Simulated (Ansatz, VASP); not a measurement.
**H in VASP and in Ansatz**

```
CELL_PARAMETERS angstrom
-1.69153 1.69153 2.05847
1.69153 -1.69153 2.05847
1.69153 1.69153 -2.05847
ATOMIC_POSITIONS crystal
H 0.90986 0.90986 0.00000
H 0.09014 0.09014 0.00000
```

Alike in both runs: task single point; functional PBE; k mesh 8 × 8 × 8; occupations gaussian, width 0.1 eV; no spin polarisation.

|  | VASP | Ansatz |
| --- | --- | --- |
| version | VASP 6.6.1 | Ansatz 0.2.0 |
| potentials or method | VASP PAW PBE potentials, release 64 (H) | scalar-relativistic, plane waves, PAW |
| plane-wave cutoff (eV) | 520 | 420 |
| valence electrons in the cell | 2 | 2 |

|  | VASP | Ansatz | Ansatz less VASP |
| --- | --- | --- | --- |
| gap on the k mesh at the Fermi level (eV) | 8.94 | 8.94 | +0.005 |
| least direct gap on the mesh (eV) | 9.74 | 9.75 | +0.005 |
| pressure (GPa) | 0.6 | 0.9 | +0.24 |
| largest component of the traceless stress (GPa) | 0.88 | 0.96 | +0.078 |
| rms of the force components (eV/Å) | 0.152 | 0.160 | +0.0076 |

Atom by atom the forces differ by 0.008 eV/Å (rms over components).

A k mesh can miss the band edges.
